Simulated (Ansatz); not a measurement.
System: zinc-blende InN (metastable phase). Method: PBE+SOC (Ansatz, a quantum-chemistry and plane-wave program, PAW).

Run with plane-wave cutoff 520 eV, 12×12×12 k mesh, Fermi–Dirac smearing 0.01 eV, PAW data made under PBE.

Computed points:

```json
[
 {"V (Å³/atom)": "15.110", "E − E_lowest (meV/atom)": "24.73"},
 {"V (Å³/atom)": "15.432", "E − E_lowest (meV/atom)": "10.56"},
 {"V (Å³/atom)": "15.753", "E − E_lowest (meV/atom)": "2.54"},
 {"V (Å³/atom)": "16.075", "E − E_lowest (meV/atom)": "0.00"},
 {"V (Å³/atom)": "16.396", "E − E_lowest (meV/atom)": "2.35"},
 {"V (Å³/atom)": "16.718", "E − E_lowest (meV/atom)": "9.07"},
 {"V (Å³/atom)": "17.039", "E − E_lowest (meV/atom)": "19.68"}
]
```

Estimate the bulk modulus and its pressure derivative from these points.

V0 = 16.075 Å³/atom, B0 = 122 GPa, B′ = 4.7 (fit to the energies at full precision).

Measured, for comparison: equilibrium volume per atom 15.72 Å³/atom (temperature not stated, no zero-point or thermal correction, epilayer on 3C-SiC; as tabulated in Schörmann, As, Lischka, Schley, Goldhahn et al., Appl. Phys. Lett. 89, 261903 …). Computed less measured: equilibrium volume per atom +2.2 %.

Note: this level leaves the solid without a gap, although one is measured.

The computed numbers hold no vibrational or temperature effects.

The result took roughly 3 core-minutes.
